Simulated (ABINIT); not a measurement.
Here is an ABINIT 10.8.3 (patched build) calculation.

Contents of run.abi:

```
# Datasets: ground state, then fixed potential
ndtset 2

# Pseudopotentials
pp_dirpath "./"
pseudos "Zr.GGA_PBE-JTH.xml, B.GGA_PBE-JTH.xml"

# Structure
acell 3*1.0
rprim
     5.9904318151     0.0000000000     0.0000000000
    -2.9952159075     5.1878661315     0.0000000000
     0.0000000000     0.0000000000     6.6764023983
ntypat 2
znucl 40 5
natom 3
typat 1 2 2
xred
     0.0000000000     0.0000000000     0.0000000000
     0.6666666667     0.3333333333     0.5000000000
     0.3333333333     0.6666666667     0.5000000000

# Plane-wave basis
ecut 462.593566 eV
pawecutdg 34.0

# Exchange and correlation
ixc -144130

# Bands and occupations
occopt 3
tsmear 0.00183747

# SCF cycle
nstep 100

# Output
iomode 3
prtwf 0
prteig 0
prtebands 0
prtden1 1

# Dataset 1
kptopt1 1
ngkpt1 10 10 8
nshiftk1 1
shiftk1 0.0 0.0 0.0
nband1 13
tolvrs1 1.0e-9

# Dataset 2: bands along G-M-K-G-A-L-H-A
iscf2 -2
getden2 1
nband2 17
nbdbuf2 2
tolwfr2 1.0e-12
kptopt2 -7
ndivsm2 6
prteig2 1
kptbounds2
     0.0000000000     0.0000000000     0.0000000000
     0.5000000000     0.0000000000     0.0000000000
     0.3333333333     0.3333333333     0.0000000000
     0.0000000000     0.0000000000     0.0000000000
     0.0000000000     0.0000000000     0.5000000000
     0.5000000000     0.0000000000     0.5000000000
     0.3333333333     0.3333333333     0.5000000000
     0.0000000000     0.0000000000     0.5000000000
```

Potentials or basis: JTH PAW PBE v2.0.

Run with:

```bash
$ abinit run.abi > log 2>&1
```

Question: Estimate the pressure.

Answer: 4.8 GPa.

Question: What does it give for the band gap on the k mesh?

Answer: None (metal or under the smearing width).

Stress tensor (GPa, compression positive):
```
3.56 0.00 0.00
0.00 3.56 0.00
0.00 0.00 7.23
```

Caveat: the PAW data sets were made with another functional, which shifts forces and pressure a little.
